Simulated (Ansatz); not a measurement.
Input and command of a plane-wave DFT calculation in Ansatz:

```yaml
crystal:
  lattice:
    - [0.0, 1.9708602895, 1.9708602895]
    - [1.9708602895, 0.0, 1.9708602895]
    - [1.9708602895, 1.9708602895, 0.0]
  atoms:
    - { symbol: Rh, position: [0.0, 0.0, 0.0] }
basis:
  ecutwfc: 420
kpoints:
  mp_grid: { grid: [18, 18, 18] }
hamiltonian:
  xc: pbe
scf:
  occupations: { method: gaussian, width: 0.1 }
output:
  forces: true
  stress: true
  eigenvalues: true
```

```bash
ansatz run input.yaml --threads 1 --pin off --max-ram 2560MiB --backend cpu --events-out ev --progress --plain --runs-dir out
```

Processor: Intel(R) Xeon(R) Platinum 8488C (Sapphire Rapids), 1 thread, on a host shared with other jobs.

Question: How long does it run, and how much memory does it take?

Answer: About 1.4 s on 1 thread of Intel(R) Xeon(R) Platinum 8488C (Sapphire Rapids), on a shared host, peak memory 0.36 GiB. It solves 13 bands at 195 k points (the mesh reduced by the symmetry that the task leaves, which can be less than the crystal's) with about 307 plane waves, in 6 SCF iterations.
